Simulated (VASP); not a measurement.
**GeSe: relaxation of cell and atoms with PBE+D3(BJ)**

The system is GeSe.

```
Ge Se
1.0
    10.79000    0.00000    0.00000
     0.00000    3.82000    0.00000
     0.00000    0.00000    4.38000
Ge Se
4 4
Direct
  0.12100 0.75000 0.89400
  0.62100 0.75000 0.60600
  0.37900 0.25000 0.39400
  0.87900 0.25000 0.10600
  0.85200 0.75000 0.49700
  0.35200 0.75000 0.00300
  0.64800 0.25000 0.99700
  0.14800 0.25000 0.50300
```

```json
{"Program": "VASP 6.6.1", "Task": "relaxation of cell and atoms", "Functional": "PBE", "Dispersion": "D3(BJ)", "Potentials or basis": "VASP PAW PBE potentials, release 64 (Ge_d, Se)", "Cutoff": "600 eV", "k mesh": "4 × 8 × 6", "Occupations": "gaussian, width 0.03 eV", "Spin": "no spin polarisation", "Further INCAR settings": "ALGO = Normal; EDIFF = 1e-06; IBRION = 2; EDIFFG = -0.01; NSW = 90; ISIF = 3"}
```

```
Relaxed volume                         : 23.52 Å³/atom
Relaxed cell                           : a = 10.960 Å, b = 3.882 Å, c = 4.423 Å, α = 90.00°, β = 90.00°, γ = 90.00°
Space group after relaxing (to 0.05 Å) : Pnma (No. 62)
Energy gained by relaxing              : 11.7 meV/atom
Ionic steps                            : 25
Pressure after relaxing                : 0.0 GPa
Largest force after relaxing           : 0.010 eV/Å
Band gap on the k mesh                 : 0.71 eV, indirect (least direct gap 0.89 eV)
Dispersion energy per atom             : -0.358 eV
```

Forces on the atoms (eV/Å):
```
Ge   0.007  0.000 -0.007
Ge   0.007  0.000  0.007
Ge  -0.007  0.000 -0.007
Ge  -0.007  0.000  0.007
Se   0.005  0.000  0.007
Se   0.005  0.000 -0.007
Se  -0.005  0.000  0.007
Se  -0.005  0.000 -0.007
```

Step by step:
```tsv
step	energy change (eV)	largest force (eV/Å)	pressure (GPa)	volume (Å³)
1	0.0000	0.2543	3.31	180.53
2	-0.0416	0.2877	-2.39	193.00
3	-0.0841	0.1310	-0.08	187.88
4	-0.0841	0.1262	-0.02	187.73
5	-0.0878	0.0880	0.00	187.88
6	-0.0900	0.0458	0.02	188.07
7	-0.0901	0.0431	0.06	188.10
8	-0.0912	0.0347	-0.05	188.44
9	-0.0912	0.0360	-0.21	188.86
10	-0.0914	0.0347	-0.19	188.67
11	-0.0920	0.0429	0.00	188.33
12	-0.0921	0.0472	0.14	188.14
13	-0.0926	0.0377	0.09	188.16
14	-0.0932	0.0185	0.04	188.20
15	-0.0934	0.0170	-0.06	188.33
16	-0.0934	0.0168	-0.04	188.37
17	-0.0934	0.0168	-0.09	188.43
18	-0.0935	0.0168	-0.04	188.34
19	-0.0936	0.0184	0.02	188.17
20	-0.0936	0.0183	0.11	188.14
21	-0.0936	0.0183	-0.02	188.16
22	-0.0936	0.0183	0.06	188.15
23	-0.0937	0.0132	0.01	188.18
24	-0.0937	0.0124	-0.02	188.22
25	-0.0938	0.0096	0.01	188.18
```

Final structure:
```xyz
8
Lattice="10.9597 0.0000 0.0000 0.0000 3.8818 0.0000 0.0000 0.0000 4.4232" Properties=species:S:1:pos:R:3 pbc="T T T"
Ge    1.3473    2.9114    3.9370
Ge    6.8272    2.9114    2.6977
Ge    4.1326    0.9705    1.7255
Ge    9.6124    0.9705    0.4861
Se    9.3651    2.9114    2.2056
Se    3.8853    2.9114    0.0060
Se    7.0745    0.9705    4.4172
Se    1.5946    0.9705    2.2176
```

Levels at points of the mesh, in eV from the valence-band top:
| k point | band 36 | band 37 | band 38 | band 39 | band 40 | band 41 | band 42 | band 43 | band 44 | band 45 |
| --- | --- | --- | --- | --- | --- | --- | --- | --- | --- | --- |
| (0.00, 0.00, 0.00) | -1.80 | -1.38 | -1.07 | -0.82 | -0.18 | 0.71 | 2.65 | 2.69 | 2.69 | 3.02 |
| (0.50, 0.00, 0.00) | -2.02 | -1.67 | -1.67 | -0.44 | -0.44 | 2.37 | 2.37 | 2.42 | 2.42 | 3.46 |
| (0.00, 0.50, 0.00) | -1.89 | -1.38 | -1.38 | -1.18 | -1.18 | 1.12 | 1.12 | 1.23 | 1.23 | 1.81 |
| (0.50, 0.50, 0.00) | -2.24 | -1.50 | -1.50 | -1.50 | -1.50 | 1.50 | 1.50 | 1.50 | 1.50 | 2.08 |
| (0.00, 0.00, 0.50) | -1.36 | -0.96 | -0.96 | -0.39 | -0.39 | 1.24 | 1.24 | 1.94 | 1.94 | 2.13 |
| (0.50, 0.00, 0.50) | -1.87 | -0.57 | -0.57 | -0.52 | -0.52 | 1.29 | 1.29 | 1.93 | 1.93 | 2.20 |
| (0.00, 0.50, 0.50) | -3.33 | -2.14 | -2.14 | -1.51 | -1.51 | 2.86 | 2.86 | 3.23 | 3.23 | 4.91 |
| (0.50, 0.50, 0.50) | -3.93 | -1.46 | -1.46 | -1.46 | -1.46 | 2.57 | 2.57 | 2.57 | 2.57 | 4.88 |

Wall time 17 min on 4 MPI ranks on Intel(R) Xeon(R) 6975P-C (Granite Rapids), on a shared host, peak memory 0.67 GiB a rank.

A k mesh can miss the band edges. Zero-point motion and thermal expansion aren't in these numbers.
